Q: I have a slab of two MoTe₂ layers, and I want to know where an added electron would sit. Two thirds of the lowest empty states lie on the two molybdenum planes, and only one third is spread over the four tellurium planes. A single Mo plane holds four to five times as much as a single Te plane. Both layers are surface layers, so I had expected surface states, heaviest at the faces and fading inward. What decides the pattern?

Two-layer MoTe₂ slab, relaxed, computed with Ansatz 0.2.0 using scalar-relativistic PBE+D3(BJ), plane waves and PAW, without spin polarization (cutoff 420 eV, 24 × 24 × 1 k mesh, Gaussian smearing 0.05 eV). Plane shares cover the states from 0 to 0.6 eV above mid-gap, each counted as full. Planes are listed from the bottom up, with heights relative to the top atom.

```
row  plane share  plane formula  plane height (Å)
  1        0.069             Te           -10.348
  2        0.340             Mo            -8.556
  3        0.094             Te            -6.760
  4        0.089             Te            -3.588
  5        0.340             Mo            -1.793
  6        0.069             Te             0.000
```

A: First, what the numbers mean. The plane share is the fraction of the states in the energy window that belongs to one plane of atoms, and the plane height is counted from the top atom. The slab has a gap and zero energy lies in the middle of it, so the window catches only about the lowest 0.25 eV of the empty states. Now test your idea. Which planes should lead if these were surface states?

Q: The outer tellurium planes, rows 1 and 6. But they hold the least of all, 0.069 each. Could the surface effect be hidden because molybdenum simply attracts more of these states than tellurium does?

A: That is a fair objection, and you can get round it by comparing tellurium only with tellurium. The inner Te planes, which face each other across the contact between the layers, hold 0.094 and 0.089. So even within one element the share does not rise toward the faces, and the surface picture fails. The two Mo planes can't help you here: the two halves of the slab are equivalent by symmetry, so their shares have to be equal. For the same reason no decay length can be read from this slab.

Q: Then perhaps I had it backwards. An electron confined in a thin film forms a standing wave, which is largest in the middle and small at the walls. That would explain why the inner Te planes beat the outer ones.

A: It would, and the idea can be given numbers without adjusting anything. Give each layer the thickness of one layer repeat, 6.76 Å, so that the box is W = 13.53 Å wide. The lowest standing wave then has the weight

w(z) = cos²(πz/W)

where z is the distance from the centre of the slab. Read this weight at each plane, treat every atom alike, and divide by the sum over the six planes. The wave is an envelope: it sets how much each plane gets, while the orbitals underneath keep their own signs and nodes.

Q: Let me work it through. The inner Te planes are 1.59 Å from the centre, the Mo planes 3.38 Å and the outer Te planes 5.17 Å. The weights come out as 0.87, 0.50 and 0.13. Each occurs twice, so the sum is 3.0, and the shares are 0.29, 0.17 and 0.04. That puts molybdenum between the two kinds of tellurium, whereas the table puts it above both.

A: Yes, and the ranking is the important part. Any wave that only falls from the centre to the face must put Mo in between, whatever its exact shape, as long as the atoms are treated alike. Allowing molybdenum a larger weight of its own would repair that ranking, but not the comparison within tellurium. There the wave wants the inner planes to hold 6.7 times as much as the outer ones, and the calculation gives only 1.3 times.

Q: What about the next standing wave, the one with a node in the middle of the slab? It has a maximum in each layer, just where the molybdenum is.

A: It does better. Its weight is sin²(2πz/W), which is 1 at the Mo planes and 0.45 at both kinds of Te plane. That gives the right order between the elements, but a ratio of only 1/0.45 = 2.2, where the table has between 3.7 and 4.9. Such a wave may well be among the states in the window, since the shares alone can't exclude it. Even so, geometry supplies too little of the preference for molybdenum, and the rest has to come from the atoms.

Q: So it is chemistry. Why should the empty states prefer the metal?

A: Start from the energies of the atomic orbitals. The 5p orbitals of tellurium lie lower than the 4d orbitals of molybdenum, and when the two mix they form a lower and an upper set of bands. In the simplest case, one orbital of each kind, the lower state keeps more than half of its weight on the lower orbital and the upper state more than half on the higher one. The electrons fill the tellurium-like bands and then one d band in each layer. The next bands up are d bands again, with some tellurium mixed in, and they form the bottom of the empty states.

Q: Does the calculation show that they are d states?

A: No, it separates planes and not orbitals. The 4d character is well-established chemistry for this compound, and the table agrees with it: the two Mo planes together hold 0.68, which is more than half. The simplest rule in this spirit gives every Mo plane one share and every Te plane another. Taking the averages over the rows of each element gives 0.34 and 0.08, and the typical miss is then 0.009, against 0.15 for the lowest standing wave. The comparison is not quite even, because the averages come from the same six rows they describe, while the wave had no adjustable number.

Q: Then I could say that molybdenum is where the electrons of this material are, and forget about the standing wave.

A: That would go too far, and the same slab shows why. Take the filled states just below the gap, from −0.6 eV to 0. There each inner Te plane holds about 0.29, each Mo plane 0.18 and each outer Te plane 0.04. Compare that with the shares you worked out for the standing wave.

Q: They are almost the same numbers! So the picture that failed for the empty states works for the filled ones?

A: It does, with a typical miss of 0.007, while one share per element now misses by 0.10. The agreement is better than the model deserves, because nothing justifies giving a Mo atom and a Te atom equal weight. The window also holds few states, only six levels of the mesh. What survives these doubts is the comparison within tellurium, where an inner plane holds about seven times as much as an outer one. This slab is therefore quite able to show a middle-heavy pattern, and its absence from the empty window tells us something about those states.

Q: What makes the two edges of the gap so different?

A: Think of each layer as having its own state, and let the two states combine across the contact. One combination goes up in energy and the other goes down, and the splitting is large when the state has tellurium p orbitals pointing at the other layer. Combining alone would leave the profile of each layer nearly as it was, but the contact also mixes in deeper states of the same layer. Where those deeper states matter most, the upper combination moves its weight toward the contact and the lower one away from it; mixing with higher states does the opposite. At the top of the filled states, the window catches only the combination that was pushed up, the one that is heavy at the contact. The number of states fits this, since it is just what a single band gives around the centre of the Brillouin zone. The plane shares give tellurium nearly two thirds of the weight there. Some of that may be molybdenum d orbitals reaching toward the tellurium planes, but tellurium p orbitals are expected to take a good part too, so "d band" is only a rough name for the top of the filled states. Where the layers feel each other less, both combinations should fall into the window together, their differences largely cancel, and you see nearly the profile of a single layer. That is the expected reading of the empty window, which averages over many levels of the mesh; the calculation gives the shares but not the splitting of each pair.

Q: In a single layer the two Te planes would be equal, wouldn't they? Here the inner ones are still a little ahead.

A: They would be exactly equal, because a lone layer has a mirror plane through its molybdenum atoms. The second layer removes that mirror and allows the states to lean toward the contact or away from it. The lead of the inner planes is about 0.02, whereas the two inner planes, which symmetry makes equal, differ by 0.005 through numerical error. So the lead is real within this calculation, though small.

Q: Might it come merely from the way the density is divided among the planes? The inner Te planes have a neighbour close by, and the outer ones face vacuum.

A: A fixed bias of that kind would turn up in every window. In the next window of empty states, from 0.6 to 0.95 eV, the inner and outer Te planes are on average equal to within one per cent, and molybdenum still leads. In the window directly above that one, the outer planes even hold more than the inner ones. So the lead depends on which states the window catches, and a leaning of the lowest ones toward the contact is the natural reading. A bias that depends on how far a particular state spreads into the contact is harder to rule out with these data.

Q: Suppose I build a transistor with MoTe₂ as the channel and put a metal contact on top. What should I take from this?

A: Averaged over the lowest quarter of an electronvolt, the states that would carry the current sit mainly on the molybdenum, and the nearest Mo plane lies 1.8 Å below the top tellurium. A contact on the face therefore meets them through a tellurium plane that holds only about 7 per cent of these states. Don't turn that percentage into a contact resistance, though. Passing into the metal depends on the tail of the state outside the slab, and the share says little about that tail.

Q: Can the difference be seen in the calculation?

A: Yes, in the computed tunnelling image for the same empty states. About 3 Å above the top atom, the surface of constant density stands 0.13 Å higher over the top tellurium than over the molybdenum, although the Mo plane holds five times the share. The likely reason is that the tellurium atom is closer to the outside. A real contact would also form bonds with the surface and change these states, which a clean slab can't show.

Q: How far would you trust the shares themselves?

A: I would trust the lead of molybdenum more than the second digit. Spin–orbit coupling is left out, and in a compound with an element as heavy as tellurium it shifts and splits the band edges, so somewhat different states would fall into the window. The functional also tends to make gaps too small, which moves the window relative to the true empty states. Neither is likely to turn a d band into a p band, but the small lead of the inner tellurium could change.

Q: And if I am given another layered slab, where do I start?

A: Ask first which orbitals form the band edge you care about, since that largely decides which element leads. Then compare planes of the same element at different depths, because only that comparison shows what the faces and the contact between layers do. Here the first question accounts for nearly all of the pattern in the empty states. For the filled states of the same slab, the second matters far more.
